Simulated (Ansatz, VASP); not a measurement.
# SiC (Moissanite 3C) in two plane-wave programs

Wanted: the spread between two codes on one cell, functional and k mesh.

Main program and level: Ansatz 0.2.0; plane waves, with VASP 6.6.1 beside it; band structure at PBE.

## (1) The structure

Symmetry: F-43m, No. 216, cubic system. Conventional cell: a = 4.358 Å, b = 4.358 Å, c = 4.358 Å, α = 90.00°, β = 90.00°, γ = 90.00°. Nearest to Si lie 4 C at 1.89 Å. Nearest to C lie 4 Si at 1.89 Å. Farther neighbours are not listed.

## (2) VASP: band structure, PBE

Levels along a path test the potential and the projectors away from the mesh points.

Lines of VASP's logs that name or quote its potential files are left out, and so is its time.

INCAR reads:

```
SYSTEM = SiC
PREC = Accurate
ENCUT = 440
EDIFF = 1E-08
NELM = 100
ISMEAR = 0
SIGMA = 0.01
LREAL = .FALSE.
ALGO = Normal
GGA = PE
NBANDS = 10
LORBIT = 11
LWAVE = .TRUE.
LCHARG = .FALSE.
KPAR = 8
```

POSCAR reads:

```
SiC
1.0
    0.0000000000      2.1790000000      2.1790000000
    2.1790000000      0.0000000000      2.1790000000
    2.1790000000      2.1790000000      0.0000000000
Si C
1 1
Direct
    0.0000000000      0.0000000000      0.0000000000
    0.7500000000      0.7500000000      0.7500000000
```

KPOINTS reads:

```
Automatic mesh
0
Gamma
4 4 4
0 0 0
```

KPOINTS_OPT reads:

```
Line mode
12
Line-mode
Reciprocal
  0.00000000   0.00000000   0.00000000 GAMMA
  0.50000000   0.00000000   0.50000000 X

  0.50000000   0.00000000   0.50000000 X
  0.50000000   0.25000000   0.75000000 W

  0.50000000   0.25000000   0.75000000 W
  0.37500000   0.37500000   0.75000000 K

  0.37500000   0.37500000   0.75000000 K
  0.00000000   0.00000000   0.00000000 GAMMA

  0.00000000   0.00000000   0.00000000 GAMMA
  0.50000000   0.50000000   0.50000000 L

  0.50000000   0.50000000   0.50000000 L
  0.62500000   0.25000000   0.62500000 U

  0.62500000   0.25000000   0.62500000 U
  0.50000000   0.25000000   0.75000000 W

  0.50000000   0.25000000   0.75000000 W
  0.50000000   0.50000000   0.50000000 L

  0.50000000   0.50000000   0.50000000 L
  0.37500000   0.37500000   0.75000000 K

  0.62500000   0.25000000   0.62500000 U
  0.50000000   0.00000000   0.50000000 X
```

PAW data sets: Si_GW and C_GW (PBE family, release 64).

Launch:

```bash
mpirun -np 8 vasp_std
```

Numbers of over 12 decimals in the logs are rounded to 6 here.

Log:

```text
[banner, memory and clock lines left out]
running    8 mpi-ranks, on    1 nodes
 distrk:  each k-point on    1 cores,    8 groups
 distr:  one band on    1 cores,    1 groups

 POSCAR found type information on POSCAR SiC
 POSCAR found :  2 types and       2 ions
|                                                                             |
|           W    W    AA    RRRRR   N    N  II  N    N   GGGG   !!!           |
|           W    W   A  A   R    R  NN   N  II  NN   N  G    G  !!!           |
|           W    W  A    A  R    R  N N  N  II  N N  N  G       !!!           |
|           W WW W  AAAAAA  RRRRR   N  N N  II  N  N N  G  GGG   !            |
|           WW  WW  A    A  R   R   N   NN  II  N   NN  G    G                |
|           W    W  A    A  R    R  N    N  II  N    N   GGGG   !!!           |
|                                                                             |
|     For optimal performance we recommend to set                             |
|       NCORE = 2 up to number-of-cores-per-socket                            |
|     NCORE specifies how many cores store one orbital (NPAR=cpu/NCORE).      |
|     This setting can greatly improve the performance of VASP for DFT.       |
|     The default, NCORE=1 might be grossly inefficient on modern             |
|     multi-core architectures or massively parallel machines. Do your        |
|     Unfortunately you need to use the default for GW and RPA                |
|     calculations (for HF NCORE is supported but not extensively tested      |
|     yet).                                                                   |
|                                                                             |

 LDA part: xc-table for (Slater+PW92), standard interpolation
 POSCAR, INCAR and KPOINTS ok, starting setup
 FFT: planning ... GRIDC
 FFT: planning ... GRID_SOFT
 FFT: planning ... GRID
 WAVECAR not read
 entering main loop
       N       E                     dE             d eps       ncg     rms          rms(c)
DAV:   1     0.730017191468E+00    0.73002E+00   -0.43488E+03   186   0.767E+02
DAV:   2    -0.164355494454E+02   -0.17166E+02   -0.15495E+02   244   0.121E+02
DAV:   3    -0.168521356136E+02   -0.41659E+00   -0.41591E+00   190   0.140E+01
DAV:   4    -0.168625347588E+02   -0.10399E-01   -0.10398E-01   220   0.288E+00
DAV:   5    -0.168626952657E+02   -0.16051E-03   -0.16050E-03   200   0.296E-01    0.709E+00
DAV:   6    -0.149954785812E+02    0.18672E+01   -0.67797E+00   224   0.165E+01    0.218E+00
DAV:   7    -0.149267921498E+02    0.68686E-01   -0.34446E-01   192   0.368E+00    0.117E+00
DAV:   8    -0.149173154205E+02    0.94767E-02   -0.25126E-02   212   0.158E+00    0.101E-01
DAV:   9    -0.149172176363E+02    0.97784E-04   -0.16174E-03   224   0.274E-01    0.428E-02
DAV:  10    -0.149173187550E+02   -0.10112E-03   -0.15745E-04   178   0.923E-02    0.154E-02
DAV:  11    -0.149173184928E+02    0.26218E-06   -0.39770E-05   196   0.471E-02    0.300E-03
DAV:  12    -0.149173190823E+02   -0.58955E-06   -0.12860E-06   190   0.109E-02    0.691E-04
DAV:  13    -0.149173191135E+02   -0.31177E-07   -0.40590E-08   208   0.188E-03    0.284E-04
DAV:  14    -0.149173191137E+02   -0.20503E-09   -0.10356E-08   128   0.820E-04
   1 F= -.14917319E+02 E0= -.14917319E+02  d E =-.878106E-50
 Start KPOINTS_OPT (optional k-point list driver)
k-point batch [1-8\120]
       N       E                     dE             ncg
DAV:   1     0.402551825850E+03   -0.37818E+03      178
DAV:   2     0.205564349464E+03   -0.19699E+03      248
DAV:   3     0.201718633911E+03   -0.38457E+01      200
DAV:   4     0.201634341766E+03   -0.84292E-01      204
DAV:   5     0.201632474527E+03   -0.18672E-02      218
DAV:   6     0.201632348796E+03   -0.12573E-03      230
DAV:   7     0.201632348219E+03   -0.57747E-06      212
DAV:   8     0.201632348213E+03   -0.55867E-08      198
[...]
k-point batch [113-120\120]
       N       E                     dE             ncg
DAV:   1     0.234363233605E+03   -0.25258E+04      196
DAV:   2     0.102441598210E+03   -0.13192E+03      248
DAV:   3     0.100588493647E+03   -0.18531E+01      240
DAV:   4     0.100572364155E+03   -0.16129E-01      208
DAV:   5     0.100572114387E+03   -0.24977E-03      260
DAV:   6     0.100572110086E+03   -0.43010E-05      228
DAV:   7     0.100572110080E+03   -0.58390E-08      218
 writing wavefunctions
```

Parts of OUTCAR (step 2):

```text
ion  position               nearest neighbor table
   1  0.000  0.000  0.000-   2 1.89   2 1.89   2 1.89   2 1.89
   2  0.750  0.750  0.750-   1 1.89   1 1.89   1 1.89   1 1.89

  LATTYP: Found a face centered cubic cell.
 ALAT       =     4.3580000000

 Subroutine GETGRP returns: Found 24 space group operations
 (whereof 24 operations were pure point group operations)

The static configuration has the point symmetry T_d .

 Found      8 irreducible k-points:

   k-points           NKPTS =      8   k-points in BZ     NKDIM =      8   number of bands    NBANDS=     10

   dimension x,y,z NGX =    24 NGY =   24 NGZ =   24
   dimension x,y,z NGXF=    48 NGYF=   48 NGZF=   48

   ENCUT  =  440.0 eV  32.34 Ry    5.69 a.u.   5.27  5.27  5.27*2*pi/ulx,y,z

   NELECT =       8.0000    total number of electrons

 k-points in reciprocal lattice and weights: Automatic mesh
   0.00000000  0.00000000  0.00000000       0.016
   0.25000000  0.00000000  0.00000000       0.125
   0.50000000  0.00000000  0.00000000       0.062
   0.25000000  0.25000000  0.00000000       0.094
   0.50000000  0.25000000  0.00000000       0.375
  -0.25000000  0.25000000  0.00000000       0.188
   0.50000000  0.50000000  0.00000000       0.047
  -0.25000000  0.50000000  0.25000000       0.094

 average (electrostatic) potential at core
       1 -64.1679       2 -45.0069

 E-fermi :   7.9364

 k-point     1 :       0.0000    0.0000    0.0000
  band No.  band energies     occupation
      1      -7.6052      2.00000
      2       7.8330      2.00000
      3       7.8330      2.00000
      4       7.8330      2.00000
      5      14.0455      0.00000
      6      15.0840      0.00000
      7      15.0840      0.00000
      8      15.0840      0.00000
      9      22.2754      0.00000
    ...

 k-point     2 :       0.2500    0.0000    0.0000
  band No.  band energies     occupation
      1      -6.4081      2.00000
      2       3.5166      2.00000
      3       7.2205      2.00000
      4       7.2205      2.00000
      5      13.7809      0.00000
      6      15.6876      0.00000
      7      15.6876      0.00000
      8      17.1678      0.00000
      9      20.8947      0.00000
    ...

 k-point     3 :       0.5000    0.0000    0.0000
  band No.  band energies     occupation
      1      -4.0289      2.00000
      2      -0.7434      2.00000
      3       6.7714      2.00000
      4       6.7715      2.00000
      5      13.2254      0.00000
      6      15.0043      0.00000
      7      15.0043      0.00000
      8      17.8614      0.00000
      9      24.0029      0.00000
    ...

  Total        0.3245919      0.3245919      0.3245919     -0.0000000      0.0000000      0.0000000
  in kB       25.1331289     25.1331289     25.1331289     -0.0000000      0.0000000      0.0000000
  external PRESSURE =      25.1331289 kB  Pullay stress =       0.0000000 kB

  energy-cutoff  :      440.00
  volume of cell :       20.69
      direct lattice vectors                 reciprocal lattice vectors
     0.000000000  2.179000000  2.179000000    -0.229463056  0.229463056  0.229463056
     2.179000000  0.000000000  2.179000000     0.229463056 -0.229463056  0.229463056
     2.179000000  2.179000000  0.000000000     0.229463056  0.229463056 -0.229463056

 POSITION                                       TOTAL-FORCE (eV/Angst)
 -----------------------------------------------------------------------------------
      0.00000      0.00000      0.00000        -0.000000     -0.000000     -0.000000
      3.26850      3.26850      3.26850         0.000000      0.000000      0.000000
 -----------------------------------------------------------------------------------
    total drift:                                0.000000      0.000000     -0.000000

  FREE ENERGIE OF THE ION-ELECTRON SYSTEM (eV)
  ---------------------------------------------------
  free  energy   TOTEN  =       -14.9173191137 eV

  energy  without entropy=      -14.9173191137  energy(sigma->0) =      -14.91731911

 total charge
# of ion       s       p       d       tot
------------------------------------------
    1        0.681   0.955   0.211   1.847
    2        0.805   1.695   0.000   2.501
--------------------------------------------------
tot          1.487   2.650   0.211   4.348

[... 3 further parts left out ...]
```

The run ends at a pressure of 2.51 GPa.

## (3) Ansatz: band structure, PBE

Ansatz runs on its default PAW (the set named soft_2) files.

The same cell, functional, mesh and smearing now go to Ansatz, which takes its cutoff from its data sets.

input.yaml reads:

```yaml
crystal:
  lattice:
    - [0.0, 2.179, 2.179]
    - [2.179, 0.0, 2.179]
    - [2.179, 2.179, 0.0]
  atoms:
    - { symbol: Si, position: [0.0, 0.0, 0.0] }
    - { symbol: C, position: [0.75, 0.75, 0.75] }
hamiltonian:
  xc: pbe
  pseudopotentials: { kind: paw }
kpoints:
  mp_grid: { grid: [4, 4, 4] }
  band_path:
    path:
      - [0.0, 0.0, 0.0]
      - [0.18182, 0.0, 0.18182]
      - [0.36364, 0.0, 0.36364]
      - [0.5, 0.0, 0.5]
      - [0.5, 0.09091, 0.59091]
      - [0.5, 0.18182, 0.68182]
      - [0.5, 0.25, 0.75]
      - [0.45455, 0.29545, 0.75]
      - [0.40909, 0.34091, 0.75]
      - [0.375, 0.375, 0.75]
      - [0.20455, 0.20455, 0.40909]
      - [0.06818, 0.06818, 0.13636]
      - [0.04545, 0.04545, 0.04545]
      - [0.22727, 0.22727, 0.22727]
      - [0.40909, 0.40909, 0.40909]
      - [0.51136, 0.47727, 0.51136]
      - [0.55682, 0.38636, 0.55682]
      - [0.60227, 0.29545, 0.60227]
      - [0.61364, 0.25, 0.63636]
      - [0.56818, 0.25, 0.68182]
      - [0.51136, 0.25, 0.73864]
      - [0.5, 0.29545, 0.70455]
      - [0.5, 0.38636, 0.61364]
      - [0.5, 0.47727, 0.52273]
      - [0.47727, 0.47727, 0.54545]
      - [0.43182, 0.43182, 0.63636]
      - [0.38636, 0.38636, 0.72727]
      - [0.60227, 0.20455, 0.60227]
      - [0.55682, 0.11364, 0.55682]
      - [0.5, 0.0, 0.5]
    npoints: 1
scf:
  occupations: { method: gaussian, width: 0.01 }
  n_extra_bands: 7
output:
  forces: true
  stress: true
  eigenvalues: true
  write_density: true
  write_potential: true
  elf: true
  volumetric_format: npy
```

Launch:

```bash
ansatz run input.yaml --threads 2 --pin off --max-ram 4608MiB --backend cpu --events-out ev --progress --plain --runs-dir out
```

Log:

```text
scf.n_extra_bands = 7 over 4 filled bands (N_el = 8.0): the run solves 11 bands
Engine: ansatz 0.2.0, x86_64-unknown-linux-gnu
Pseudopotentials: kind: paw
Pseudopotential: Si, paw, valence charge 4, recommended cutoff 420 eV (normal), Si.paw.azcp
Pseudopotential: C, paw, valence charge 4, recommended cutoff 420 eV (normal), C.paw.azcp
Functional definition: PBE
  parameter kappa = 0.804
  parameter beta = 0.066725
  exchange = pbe_x(kappa = kappa, mu = beta*pi^2/3)
  correlation = pbe_c(beta = beta)
Crystal: 2 atoms, lattice volume = 20.692 Å³
Basis set: ecut = 420 eV, 411 PW (Γ), exchange–correlation on 48×48×48 points (8 copies of the dense FFT grid, shifted against one another)
Bands: 11, of which v1, the nominal top of the filled ones, is band 4 counted from 1 (3 counted from 0)
Symmetry: 24 space group operations
Space group: F-43m (ITA 216), of the structure as read, at distance tolerance 2.7e-5 Å
k-points: 8 of 64 (time reversal used)
Non-local potential: Si, projectors of the file, l = 0: 2, l = 1: 2, l = 2: 2
Non-local potential: C, projectors of the file, l = 0: 2, l = 1: 2, l = 2: 1
PAW form: soft (Blöchl's): semilocal exchange-correlation on the pseudo side does not see the compensation charge
PAW one-centre angular grid: Si, 110 points (default); XC on 64 Gauss nodes
PAW one-centre angular grid: C, 110 points (default); XC on 64 Gauss nodes
Initial density: superposition of atomic densities (neutral atoms: chi_scale 0, normalization atom), corrected by the library's trained network
Initial wavefunctions: pseudopotential atomic-orbital guess
Functional: x = pbe(κ = 0.804, μ = 0.219515), c = pbe(β = 0.066725)
SCF iter   1: F=—  HF=-887.031348 eV  |F-HF|=—  |Δ(HF+E_count)|=         —  Δρ=2.10e-3  dr2=9.47e-4  ethr=1.77e-3  ⟨swp⟩=6.0  Hψ=635  notcnv=0
preconditioner: auto → none  [insulator: Δε(μ)=1.336 eV  Ē_g=17.561 eV  σ=0.010 eV  W_gap=1.00  n_scr=0 (ndim 8)  ℏωp=23.1 eV  f_vac=0.000  D(μ)=0.00/eV (n_scr^D=0)  ε∞_Penn≈2.7]
SCF iter   2: F=—  HF=-887.031205 eV  |F-HF|=—  |Δ(HF+E_count)|=   1.43e-4  Δρ=7.49e-4  dr2=6.39e-5  ethr=1.18e-5  ⟨swp⟩=2.4  Hψ=214  notcnv=0  defer=19
SCF iter   3: F=—  HF=-887.031253 eV  |F-HF|=—  |Δ(HF+E_count)|=   4.73e-5  Δρ=2.86e-4  dr2=8.64e-6  ethr=7.99e-7  ⟨swp⟩=1.4  Hψ=74  notcnv=0  defer=19
SCF iter   4: F=—  HF=-887.031264 eV  |F-HF|=—  |Δ(HF+E_count)|=   1.10e-5  Δρ=3.72e-5  dr2=1.34e-7  ethr=1.08e-7  ⟨swp⟩=2.2  Hψ=102  notcnv=0  defer=19
iter 5 did not close the SCF: its close was put off for the readings that it lacked (scf_convergence_deferred on its scf_iter line)
SCF iter   5: F=-887.031264 eV  HF=-887.031264 eV  |F-HF|=8.90e-9  |Δ(HF+E_count)|=   1.55e-7  Δρ=7.92e-6  dr2=1.46e-8  ethr=1.68e-9  ⟨swp⟩=2.1  Hψ=93  notcnv=0  defer=19
SCF iter   6: F=-887.031264 eV  HF=-887.031264 eV  |F-HF|=3.41e-12  |Δ(HF+E_count)|=   3.13e-9  Δρ=7.38e-7  dr2=7.77e-11  ethr=1.83e-10  ⟨swp⟩=7.9  Hψ=483  notcnv=0
SCF 1 converged in 6 iterations: F = -887.031264 eV  dr2 = 7.77e-11
  greatest PAW one-centre occupation: 0.640 electrons in one spin orbital (limit 2), on the C atom at site 1 (counted from 0), in its partial waves of l = 0
NSCF: frozen V_eff on 30 k-points
SCF converged after 6 iterations
Free energy (F): -887.031264 eV
Harris-Foulkes:  -887.031264 eV  (|F-HF|=3.41e-12)
Internal energy: -887.031264 eV  (E = F + TS)
E sigma→0 (E₀):  -887.031264 eV
Fermi energy:    10.194007 eV
--- Per-component energies (eV) ---
  E_band       = 29.141590
  E_kinetic    = 136.315014
  E_local      = -104.984323  (includes V_loc(G=0)·N_el)
  E_nonlocal   = 51.702203
  E_hartree    = 32.406319
  E_xc         = -105.516791
  E_vxc        = -109.393463  (∫ρ·V_xc dr)
  E_paw        = -612.169917  (= ΣΔE_a)
  E_vpaw       = -9.310431  (= ΣTr[D̂ρ^β])
  E_aug_tail   = 0.000011  (compensation charges beyond the density's cutoff)
  E_ewald      = -284.783780
  E_smearing   = -0.000000  (= −TS)
  E_closure    = 0.000000  (closes the sum)
  Σ components = -887.031264   (vs F -887.031264, Δ=0.00e0)
--- Forces (eV/Å), atoms counted from 1 ---
  atom   1  Si    -0.00000000     0.00000000     0.00000000
  atom   2  C      0.00000000    -0.00000000    -0.00000000
  max |Σ_I F_I| component: 3.33e-16 eV/Å
--- Stress (GPa, compression-positive) ---
        3.681272      -0.000000      -0.000000
       -0.000000       3.681272       0.000000
       -0.000000       0.000000       3.681272
  P = ⅓ Tr σ = 3.6813 GPa (36.813 kbar)
--- Band table (eV; the first three rows and the last of 8) ---
  k-point 0: bands = [-5.8924, 9.5378, 9.5378, 9.5378, 15.7416, 16.7971, 16.7971, 16.7971, ... 3 higher]
  k-point 1: bands = [-4.6946, 5.2274, 8.9277, 8.9277, 15.4893, 17.3990, 17.3990, 18.8684, ... 3 higher]
  k-point 2: bands = [-2.3139, 0.9688, 8.4787, 8.4787, 14.9360, 16.7158, 16.7158, 19.5600, ... 3 higher]
  k-point 7: bands = [-0.6209, 2.4833, 4.5270, 4.8219, 14.7210, 18.9315, 18.9747, 19.2724, ... 3 higher]
```

Elapsed: 0.42 s, on 2 threads of AMD EPYC 7B13 (Zen 3), shared host; peak memory 0.32 GiB.

## (4) Side by side

Known differences besides the potentials themselves: the cutoff is 420 eV in Ansatz and 440 eV in VASP; VASP leaves aspherical gradient terms in its spheres out (LASPH is not set), Ansatz keeps them. Total energies have different zeros and are not compared.

The two programs side by side:

```tsv
quantity	Ansatz	VASP	difference
gap over the path points (eV)	1.312	1.305	+0.008
```

Levels at points of the path, from each program's valence-band top (eV; 3 filled, then empty):

```tsv
k (reciprocal lattice)	Ansatz	VASP
0.000 0.000 0.000	0.00 0.00 0.00 6.20 7.26 7.26	0.00 0.00 0.00 6.21 7.25 7.25
0.182 0.000 0.182	-2.07 -1.27 -1.27 5.24 7.23 9.27	-2.07 -1.27 -1.27 5.23 7.23 9.26
0.364 0.000 0.364	-5.71 -2.81 -2.81 2.18 4.87 12.64	-5.72 -2.82 -2.82 2.17 4.86 12.64
0.500 0.000 0.500	-7.83 -3.20 -3.20 1.31 4.28 14.00	-7.83 -3.21 -3.21 1.30 4.27 14.00
0.500 0.091 0.591	-7.66 -3.75 -3.73 2.31 5.23 12.78	-7.66 -3.76 -3.73 2.30 5.22 12.78
0.500 0.182 0.682	-7.25 -4.67 -4.51 4.29 7.49 10.40	-7.25 -4.68 -4.51 4.29 7.48 10.40
0.500 0.250 0.750	-7.05 -5.01 -4.72 5.18 9.39 9.44	-7.06 -5.02 -4.72 5.18 9.39 9.43
0.455 0.295 0.750	-7.14 -5.29 -4.00 4.62 8.29 10.03	-7.14 -5.30 -4.01 4.61 8.28 10.03
0.409 0.341 0.750	-7.27 -5.52 -2.96 3.47 7.82 11.13	-7.27 -5.52 -2.96 3.46 7.82 11.13
0.375 0.375 0.750	-7.30 -5.57 -2.61 3.07 7.74 11.81	-7.31 -5.58 -2.61 3.06 7.73 11.81
```

Among the levels compared at these points, filled levels agree within 8 meV and empty ones within 11 meV. Not compared: the pressure (VASP's GW data sets at this cutoff don't carry it).

## (5) Other set-ups

Further runs change the set-up of one program: Ansatz's method, potentials or start, or VASP's data sets, cutoff or form of LDA. The table gives Ansatz less VASP for each quantity, since a change that brings one quantity closer may part another.

```tsv
run	gap over the path points (eV)
as above	0.0078
Ansatz's all-electron LAPW method	0.0069
Ansatz's larger PAW set (cutoff 800 eV)	0.0071
norm-conserving potentials (cutoff 1116 eV)	-0.0030
```

## (6) Outcome

| Quantity | Value |
| --- | --- |
| difference in gap over the path points (band structure, PBE) | 0.0078 eV |

What this shows: The difference in gap over the path points is 0.0078 eV (band structure, PBE), within the 0.08 eV picked in this series as the mark of a large difference. Band structure, PBE, norm-conserving potentials (cutoff 1116 eV): the difference in gap over the path points goes from 0.0078 to -0.0030 eV. Such differences can come from data sets, numerical settings and the points named under the comparisons, not from the functional's error against experiment.

[Lines on the potential files, build, host, timing and source positions are cut from VASP's logs without a mark.]

[Logs are printed without paths, hosts, clocks, repeated set-up lines and the standing remarks that a program may print on its own settings, such as how far it seeks lower states.]

[Hosts, paths, dates, database ids (printed as entryN), source tags and the programs' standing remarks are cut or masked in the printed files.]
